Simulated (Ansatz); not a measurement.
The system is Ir.

```
CELL_PARAMETERS angstrom
2.75138 0.00000 0.00000
-1.37569 2.38276 0.00000
0.00000 0.00000 4.46229
ATOMIC_POSITIONS crystal
Ir 0.33333 0.66667 0.25000
Ir 0.66667 0.33333 0.75000
```

This isn't the form of Ir at room conditions, which is fcc.

Base run:

* Program: Ansatz 0.2.0
* Functional: PBEsol
* Potentials or basis: all-electron LAPW, scalar-relativistic
* Cutoff: 277 eV (chosen from the basis error)
* Basis error allowed: 0.001 eV/atom
* k mesh: 11 × 11 × 6
* Occupations: fermi-dirac, width 0.05 eV
* Spin: no spin polarisation

Its results: pressure -12.4 GPa.

Task: The run is repeated on the same cell with these changes: functional from PBEsol to LDA. What comes out?

Result: Pressure -17.8 GPa.

LDA binds more tightly than PBEsol, so the same cell stands under less pressure.
